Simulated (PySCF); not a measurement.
Runs of PySCF 2.14.0 on Sn. The structure is tetragonal, space group I4_1/amd (No. 141). The conventional cell has a = 5.880 Å, b = 5.880 Å, c = 3.199 Å, α = 90.00°, β = 90.00°, γ = 90.00°. Sn (site symmetry -4m2) has 6 Sn at 3.05 to 3.20 Å as nearest neighbours. 

```csv
task,level,potentials or basis,k mesh,potentials,conv_tol,max_cycle,coulomb method,grid for exchange and correlation,gap on the mesh (eV),V0 of scaled cells (Å³/atom),B0 (GPa)
atomic charges,r2SCAN,DZVP-MOLOPT-HYB/GTH-HYB (UZH) (potentials made for PBE0),2 × 2 × 2,Sn GTH-HYB-q4,1e-07 Ha,60,Gaussian density fitting (GDF),uniform,none,-,-
band structure,LDA,DZVP-MOLOPT-SR/GTH-PBE (potentials made for PBE),5 × 5 × 5,Sn GTH-PBE-q4,1e-07 Ha,60,multigrid,-,none,-,-
equation of state,LDA,DZVP-MOLOPT-SR/GTH-PBE (potentials made for PBE),6 × 6 × 6,Sn GTH-PBE-q4,-,-,multigrid,-,-,(a),48
band structure,PBEsol,DZVP-MOLOPT-SR/GTH-PBE (potentials made for PBE),5 × 5 × 5,Sn GTH-PBE-q4,1e-07 Ha,60,multigrid,-,none,-,-
equation of state,PBEsol,DZVP-MOLOPT-SR/GTH-PBE (potentials made for PBE),6 × 6 × 6,Sn GTH-PBE-q4,-,-,multigrid,-,-,28.66,48
```

Alike in all rows: no spin polarisation; cell as given; smearing fermi-dirac 0.05 eV; the mesh is coarse, so values aren't converged.

**Question.** Estimate the missing entries.

**Answer.** (a) 28.81.

Caveats: all runs use coarse meshes; the potentials were made for another functional, which shifts forces and pressure; the basis of atomic orbitals isn't converged, which shifts pressures, moduli and gaps; spin-orbit coupling is left out, which moves the levels of the heavy elements (some runs); the cell was scaled at fixed shape and fractional positions, which overstates the stiffness of a crystal with free parameters, most of all of layers and chains (some runs).

A k mesh can miss the band edges, and the runs leave out spin-orbit coupling on Sn.

A gap of «none» marks a metal or a gap under the smearing width.
